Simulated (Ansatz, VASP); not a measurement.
One calculation of Sc, two programs

```xyz
8
Lattice="5.7118 0.0000 0.0000 0.0000 5.7118 0.0000 0.0000 0.0000 5.7118" Properties=species:S:1:pos:R:3 pbc="T T T"
Sc    0.0000    0.0000    5.7118
Sc    2.8559    2.8559    2.8559
Sc    1.4279    0.0000    2.8559
Sc    4.2838    0.0000    2.8559
Sc    2.8559    1.4279    5.7118
Sc    2.8559    4.2838    0.0000
Sc    5.7118    2.8559    1.4279
Sc    5.7118    2.8559    4.2838
```

Alike in both runs: functional LDA; k mesh 5 × 5 × 5; occupations fermi-dirac, width 0.1 eV; no spin polarisation.

Ansatz relaxed the structure, and its values are those at the end. VASP's run is a single point on that final structure, the one shown.

|  | VASP | Ansatz |
| --- | --- | --- |
| version | VASP 6.6.1 | Ansatz 0.2.0 |
| potentials or method | VASP PAW LDA potentials, release 64 (Sc_sv) | plane waves (420 eV) with PAW, scalar-relativistic |
| plane-wave cutoff (eV) | 520 | 420 |
| valence electrons in the cell | 88 | 88 |

```csv
,VASP,Ansatz,Ansatz less VASP
pressure (GPa),0.1,0.0,-0.07
```

Ansatz warned: «pseudo_functional_mismatch».
